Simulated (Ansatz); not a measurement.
## MoS2: Wannier functions with RPBE

MoS2:

```
CELL_PARAMETERS angstrom
1.58000 0.91221 6.15000
-1.58000 0.91221 6.15000
0.00000 -1.82443 6.15000
ATOMIC_POSITIONS crystal
Mo 0.00000 0.00000 0.00000
S 0.41700 0.41700 0.41700
S 0.25000 0.25000 0.25000
```

Measurements of this composition are mostly on another form, of space group No. 194.

```json
{
 "Program": "Ansatz 0.2.0",
 "Task": "Wannier functions",
 "Functional": "RPBE",
 "Potentials or basis": "Ansatz PAW",
 "Cutoff": "420 eV",
 "Density cutoff": "3780 eV",
 "k mesh": "10 × 10 × 10",
 "Occupations": "fixed",
 "Spin": "no spin polarisation",
 "Driver": "chain"
}
```

| Quantity | Value |
| --- | --- |
| Band gap on the k mesh | 1.00 eV, indirect (least direct gap 1.96 eV) |
| Total Wannier spread | 15.10 Å² over 11 functions |

Levels at points of the mesh, in eV from the valence-band top:
| k point | band 10 | band 11 | band 12 | band 13 | band 14 | band 15 | band 16 | band 17 |
| --- | --- | --- | --- | --- | --- | --- | --- | --- |
| (0.00, 0.00, 0.00) | -2.34 | -2.34 | -1.28 | -1.14 | 2.02 | 2.02 | 2.44 | 2.44 |
| (0.00, 0.00, -0.50) | -4.07 | -2.36 | -1.68 | -1.49 | 1.58 | 2.03 | 3.50 | 3.50 |
| (0.00, -0.50, -0.50) | -4.00 | -2.91 | -1.86 | -1.32 | 1.54 | 2.14 | 3.05 | 3.91 |
| (-0.50, -0.50, -0.50) | -3.45 | -2.32 | -2.32 | 0.00 | 2.12 | 2.12 | 2.31 | 2.31 |

Wannier centres (Å) and spreads (Å²):
```tsv
function	x	y	z	spread
1	0.097	0.056	0.002	1.293
2	0.000	-0.112	0.003	1.293
3	-0.097	0.056	0.003	1.293
4	-0.008	0.011	0.001	1.341
5	0.008	-0.011	0.001	1.342
6	0.007	-0.007	4.672	1.393
7	-0.003	0.009	4.672	1.393
8	-0.003	-0.018	7.637	1.398
9	0.014	0.012	7.637	1.398
10	-0.004	-0.002	4.541	1.478
11	-0.009	0.005	7.764	1.482
```

Run time: 12 s on 2 threads of Arm Neoverse V2, with other jobs on the host, peak memory 0.62 GiB.

 A k mesh can miss the band edges.
